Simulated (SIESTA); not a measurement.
The system is Sn.

```
Sn
1.0
     0.00000    3.23334    3.23334
     3.23334    0.00000    3.23334
     3.23334    3.23334    0.00000
Sn
2
Direct
  0.75000 0.75000 0.75000
  0.50000 0.50000 0.50000
```

This isn't the form of Sn at room conditions, which is tetragonal (white tin).

Program: SIESTA 5.4.2. Alike in all runs: task band structure; potentials or basis PseudoDojo 0.4 standard (PBE files), DZP (energy shift 0.003 Ry; two zetas on semicore shells); no spin polarisation; cell as given; k mesh 7 × 7 × 7; smearing fermi-dirac 0.05 eV; grid cutoff 500 Ry; energy shift 0.003 Ry.

Q: Order these runs on this cell by their pressure, lowest first.
A. level vdW-DF-cx
B. level BLYP
C. level PBE

A: A (2.5 GPa), C (4.1 GPa), B (6.8 GPa).

Caveats: the basis of atomic orbitals isn't converged, which shifts pressures, moduli and gaps; the potentials were made for another functional, which shifts forces and pressure (some runs).
